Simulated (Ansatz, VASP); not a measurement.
# Ga in VASP and in Ansatz

```
Ga
1.0
    -1.39357    1.39357    2.32653
     1.39357   -1.39357    2.32653
     1.39357    1.39357   -2.32653
Ga
1
Direct
  0.00000 0.00000 0.00000
```

This isn't the form of Ga at room conditions, which is orthorhombic.

Alike in both runs: task single point; functional PBEsol; k mesh 13 × 13 × 13; occupations fermi-dirac, width 0.05 eV; no spin polarisation.

```csv
,VASP,Ansatz
version,VASP 6.6.1,Ansatz 0.2.0
potentials or method,"VASP PAW PBE potentials, release 64 (Ga_d)",Ansatz PAW
plane-wave cutoff (eV),520,420
valence electrons in the cell,13,13
```

```tsv
	VASP	Ansatz	Ansatz less VASP
gap on the k mesh at the Fermi level (eV)	none	none	-
pressure (GPa)	-1.4	-1.5	-0.06
```

A gap of «none» marks a metal or a gap that the smearing closes. The functional is the same, so the differences come from potentials, cutoffs and numerics.

Caveats: the PAW data sets were made with another functional, which shifts forces and pressure a little (VASP); the PAW data sets come from PBE, with cores solved anew for the run's functional, which leaves a small shift of forces and pressure (Ansatz).
